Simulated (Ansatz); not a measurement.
# V: further runs on the relaxed cell

The task here is to estimate one member of a computed series from the others.

Method: DFT PBEsol, scalar-relativistic, plane waves, PAW, in Ansatz 0.2.0.

2 further runs of the same task are left out: 2 set aside as unsound or not needed.

## Starting point

Symmetry: Im-3m, No. 229, cubic system. The conventional cell has a = 2.959 Å, b = 2.959 Å, c = 2.959 Å, α = 90.00°, β = 90.00°, γ = 90.00°. V (site symmetry m-3m) is surrounded by 8 V at 2.56 Å.

As a file:

```cif
data_structure
_symmetry_space_group_name_H-M 'Im-3m'
_symmetry_Int_Tables_number 229
_cell_length_a 2.9588
_cell_length_b 2.9588
_cell_length_c 2.9588
_cell_angle_alpha 90.000
_cell_angle_beta 90.000
_cell_angle_gamma 90.000
_cell_volume 25.90
loop_
_atom_site_label
_atom_site_type_symbol
_atom_site_symmetry_multiplicity
_atom_site_Wyckoff_symbol
_atom_site_fract_x
_atom_site_fract_y
_atom_site_fract_z
_atom_site_occupancy
V1 V 2 a 0.00000 0.00000 0.00000 1
```

It is the result of an earlier relaxation at this level (volume 12.95 Å³/atom; gap on the mesh: none (metal)).

The first run:

Contents of input.yaml:

```yaml
crystal:
  lattice:
    - [-1.4794246038, 1.4794246038, 1.4794246038]
    - [1.4794246038, -1.4794246038, 1.4794246038]
    - [1.4794246038, 1.4794246038, -1.4794246038]
  atoms:
    - { symbol: V, position: [0.0, 0.0, 0.0] }
basis:
  ecutwfc: 420
kpoints:
  mp_grid: { grid: [20, 20, 20] }
  band_path:
    path:
      - [[0.0, 0.0, 0.0], [0.5, -0.5, 0.5], [0.0, 0.0, 0.5], [0.0, 0.0, 0.0], [0.25, 0.25, 0.25], [0.5, -0.5, 0.5]]
      - [[0.25, 0.25, 0.25], [0.0, 0.0, 0.5]]
    npoints: 14
hamiltonian:
  xc: pbesol
scf:
  occupations: { method: gaussian, width: 0.1 }
  n_extra_bands: 6
output:
  forces: true
  stress: true
  eigenvalues: true
  populations: true
  dos: { projected: true, de: 0.02, nscf_kmesh: { grid: [30, 30, 30] } }
  bader: true
  write_density: true
  write_potential: true
  elf: true
  volumetric_format: npy
```

On the command line:

```console
$ ansatz run input.yaml --threads 1 --pin off --max-ram 2560MiB --backend cpu --events-out ev --progress --plain --runs-dir out
```

Steps of the session up to this table: Static run: bands, density of states and charges; Volume × 0.97; Point at V/V0 = 1.03; Volume × 0.94; The cell scaled to 1.06 of its volume.

One table of the session follows, with a row left open; its other results are not shown here.

It belongs to the step «Fit of the equation of state». 

```
volume (Å³/atom)  energy above the lowest point (meV/atom)  pressure (GPa)
          12.175                                      31.4           13.69
          12.563                                       7.5            6.38
          12.952                                       0.0            0.01
          13.341                                         ?               ?
          13.729                                      26.4          -10.30
```

Estimate the missing values for volume (Å³/atom) = 13.341.

Worked estimate for «energy above the lowest point (meV/atom)». A straight line through the neighbours (12.952, 0.0) and (13.729, 26.4) gives 0.0 + (26.4 − 0.0) × (13.341 − 12.952) / (13.729 − 12.952) = 13.2; a parabola fitted to 3 rows on both sides gives 6.3.

The run gave: energy above the lowest point (meV/atom): 6.9; pressure (GPa): -5.51. In «energy above the lowest point (meV/atom)» the line misses by +6.3 and the parabola by -0.6.
